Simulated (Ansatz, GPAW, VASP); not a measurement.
CoO: programs and potentials compared

```
Co O
1.0
    -1.50800    1.50800    2.10725
     1.50800   -1.50800    2.10725
     1.50800    1.50800   -2.10725
Co O
1 1
Direct
  0.00000 0.00000 0.00000
  0.50000 0.50000 0.00000
```

Alike in all runs: task single point; functional PBEsol; k mesh 12 × 12 × 12; occupations gaussian, width 0.1 eV; collinear spin, ferromagnetic start; no spin-orbit coupling. Pressure is positive in compression and, in plane waves, holds the error of the finite cutoff, which Ansatz's Pulay term estimates and takes out.

```
                           program and potentials  plane-wave cutoff (eV)                                                                                                                              notes  band gap (eV)  pressure (GPa)  net moment per atom (μB)
                               Ansatz, Ansatz PAW                     420  potentials made for PBE, which Ansatz adapts in part; 11.5 valence electrons an atom on average; Pulay term of +0.77 GPa included         no gap           -9.10                      1.48
                VASP, PBE PAW files Co, O, 520 eV                     520                                                                  potentials made for PBE; 7.5 valence electrons an atom on average         no gap           -9.79                      1.47
GPAW, PAW data sets generated for this functional                     800                                                                                           7.5 valence electrons an atom on average         no gap           -8.22                      1.48
```

None finds a gap. The pressure spans -9.79 (VASP, PBE PAW files Co, O, 520 eV) to -8.22 GPa (GPAW, PAW data sets generated for this functional). The net moment per atom spans 1.47 (VASP, PBE PAW files Co, O, 520 eV) to 1.48 μB (Ansatz, Ansatz PAW). The state is the one that the start led to, which needn't be the lowest.

The functional is the same throughout but for its coding, so the spread measures potentials, basis and numerics; runs on potential files found faulty are left out.
